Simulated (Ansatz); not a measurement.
Data:

Starting cell, RuO2 (rutile):

```
CELL_PARAMETERS angstrom
      4.52339     0.00000     0.00000
      0.00000     4.52339     0.00000
      0.00000     0.00000     6.23804
ATOMIC_POSITIONS crystal
  Ru 0.50000 0.50000 0.25000
  Ru 0.50000 0.50000 0.75000
  Ru 0.00000 0.00000 0.00000
  Ru 0.00000 0.00000 0.50000
  O  0.80567 0.80567 0.25000
  O  0.80567 0.80567 0.75000
  O  0.30567 0.69433 0.00000
  O  0.30567 0.69433 0.50000
  O  0.69433 0.30567 0.00000
  O  0.69433 0.30567 0.50000
  O  0.19433 0.19433 0.25000
  O  0.19433 0.19433 0.75000
```

A phonon eigenvector at Z = (0.0, 0.0, 0.5) is frozen into this cell: atom i moves by Q times the vector below, so Q is the largest atomic displacement, in Å. The cell is held. It is one choice among 2 degenerate patterns. (q is in reciprocal vectors of the primitive cell; the cell shown is doubled to hold the pattern.)

```tsv
atom	x	y	z
Ru1	0.707	0.707	0.000
Ru2	-0.707	-0.707	0.000
Ru3	0.126	-0.126	0.000
Ru4	-0.126	0.126	0.000
O5	0.286	0.286	0.000
O6	-0.286	-0.286	0.000
O7	0.051	-0.051	0.000
O8	-0.051	0.051	0.000
O9	0.051	-0.051	0.000
O10	-0.051	0.051	0.000
O11	0.286	0.286	0.000
O12	-0.286	-0.286	0.000
```

Level of theory: PBE (plane waves to 420 eV, PAW, scalar-relativistic; Ansatz, a first-principles code). k mesh 10×10×8 (Γ-centred), Fermi-Dirac smearing 0.05 eV. Energies are smeared free energies. With partly filled bands, energies and forces of such displacements shift with the k mesh and the smearing. RuO2 is run without spin polarisation and with no Hubbard U. RuO2 was relaxed with its symmetry unable to fall. The zero of ΔE is the undisplaced structure.

The scan covers Q from -0.180 to 0.180 Å in 13 points.

Problem. Which space group does the distorted structure have?

Solution. C222_1 (No. 20), lowered from P4_2/mnm.

Problem. What is the energy change at Q = 0.180 Å?

Solution. 580 meV/cell.

Problem. What harmonic wavenumber does the curvature at Q = 0 give?

Solution. 209 cm⁻¹.

(For displaced atoms, the force is minus the slope of the energy, and its curvature is a force constant, which sets phonon frequencies.)
